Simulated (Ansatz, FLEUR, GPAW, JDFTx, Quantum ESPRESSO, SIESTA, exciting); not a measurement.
One calculation of C, 7 ways

```
CELL_PARAMETERS angstrom
0.00000 1.78337 1.78337
1.78337 0.00000 1.78337
1.78337 1.78337 0.00000
ATOMIC_POSITIONS crystal
C 0.75000 0.75000 0.75000
C 0.50000 0.50000 0.50000
```

Alike in all runs: task band structure; functional LDA; k mesh 13 × 13 × 13; occupations fermi-dirac, width 0.05 eV; no spin polarisation; no spin-orbit coupling. LDA stands for any of its common fits. Pressure is positive in compression and, in plane waves, holds the error of the finite cutoff. Gaps are the smaller of the mesh's and the band path's.

| program and potentials | plane-wave cutoff (eV) | notes | band gap (eV) | pressure (GPa) |
| --- | --- | --- | --- | --- |
| GPAW, the program's PAW data sets (release 1.2.1) made for this functional | 800 | - | 4.10 | -13.48 |
| SIESTA, files PseudoDojo sr-lda-0.4.1-standard, DZP (energy shift 0.002 Ry) | - | atomic basis | 4.24 | -3.32 |
| FLEUR, all-electron, FLAPW | - | - | 4.10 | - |
| exciting, all-electron LAPW+lo, shipped species files, valence relativity iora* | - | - | 4.11 | - |
| Ansatz, all-electron LAPW, scalar-relativistic | - | - | 4.11 | -12.98 |
| JDFTx, PseudoDojo-SR-LDA-0.4.1-standard | 1116 | - | 4.14 | - |
| Quantum ESPRESSO, PseudoDojo 0.4.1 SR LDA standard | 1116 | - | 4.14 | -11.21 |

The band gap spans 4.10 (GPAW, the program's PAW data sets (release 1.2.1) made for this functional) to 4.24 eV (SIESTA, files PseudoDojo sr-lda-0.4.1-standard, DZP (energy shift 0.002 Ry)), with all-electron results at 4.10 to 4.11. The pressure spans -13.48 (GPAW, the program's PAW data sets (release 1.2.1) made for this functional) to -3.32 GPa (SIESTA, files PseudoDojo sr-lda-0.4.1-standard, DZP (energy shift 0.002 Ry)), with all-electron results at -12.98. The cell lies far from this level's equilibrium. The paths' points differ, which is worth about 0.01 eV. Rows in atomic bases carry the error of their basis and grid, which can be large.

Differences between rows come from potentials, basis sets and numerical settings, since the functional is the same but for its coding. Runs on potential files found faulty are left out.
